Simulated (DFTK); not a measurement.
Crystal: MgO.

```
Mg O
1.0
     0.00000    2.09700    2.09700
     2.09700    0.00000    2.09700
     2.09700    2.09700    0.00000
Mg O
1 1
Direct
  0.00000 0.00000 0.00000
  0.50000 0.50000 0.50000
```

The cell is a database's computed one.

Program: DFTK 0.8.2. Alike in all runs: task single point; potentials or basis SG15 1.2 (PBE); no spin polarisation; cell as given; k mesh 2 × 2 × 2; cutoff (eV) 1225; smearing fermi-dirac 0.05 eV; the mesh is coarse, so values aren't converged.

**Question.** Order these runs on this cell by their band gap on the k mesh, lowest first.
A. level r2SCANh
B. level r2SCAN0
C. level r2SCAN

**Answer.** C (5.41 eV), A (6.44 eV), B (7.97 eV).

Caveats: all runs use coarse meshes; the program's treatment of exact exchange at zero wave vector lowers gaps by one to five hundredths of an eV on this mesh and cutoff (some runs).
